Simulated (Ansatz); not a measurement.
NiO: all-electron results

```
Ni O
1.0
     0.00000    2.24071    2.24071
     2.24071    0.00000    2.24071
     2.24071    2.24071    0.00000
Ni O
1 1
Direct
  0.00000 0.00000 0.00000
  0.25000 0.25000 0.25000
```

Atoms are numbered in the order listed.

The structure comes from a relaxation in the same program, started in the zincblende type, and has space group F-43m. Whether it is a known phase or the ground state wasn't checked.

Semilocal functionals without U often leave such compounds metallic or with too small a gap, and the real magnetic order may differ.

The magnetic state is the one reached from the start moments; no search over orders was made, so it needn't be the ground state.

All numbers are computed: DFT, PBE, all-electron LAPW, scalar-relativistic (Ansatz 0.2.0); DFT, PBE, PAW with Ansatz's default frozen-core files, scalar-relativistic (Ansatz 0.2.0); DFT, PBE, all-electron PAW with datasets made for the crystal, scalar-relativistic (Ansatz 0.2.0).

For LAPW: a Γ-centred 14×14×14 k mesh, Fermi–Dirac smearing of 0.03 eV, basis error target 0.25 meV/atom, spin-polarised from start moments Ni1 1.5 μB. PAW takes a cutoff of 420 eV at this cell. The crystal-made all-electron datasets (AE datasets) take a cutoff of 480 eV at this cell. The Ansatz runs share mesh, smearing and spin set-up. Values come from LAPW unless marked.

```
Pressure at this cell                                                                                                  : 0.15 GPa
Band gap                                                                                                               : none: bands cross the Fermi level, a metal
Moment of the cell                                                                                                     : 1.95 μB
Moments in the spheres                                                                                                 : Ni1 1.54, O2 0.37 μB
Density of states at the Fermi level (0.2 eV bin)                                                                      : 1.85 states/eV per cell
Löwdin charges (with 0.16 e of the cell spilling out of the atomic basis, so their sizes and signs hang on that basis) : Ni1 1.10, O2 -0.94 e
Bader charges (from the PAW run)                                                                                       : Ni1 +1.07, O2 -1.07 e
Contact hyperfine fields (crystal-made datasets)                                                                       : Ni1 -13.2, O2 11.6 T, core polarisation included, positive along the moment of the spin-up electrons
Volume per atom                                                                                                        : 11.25 Å³
```
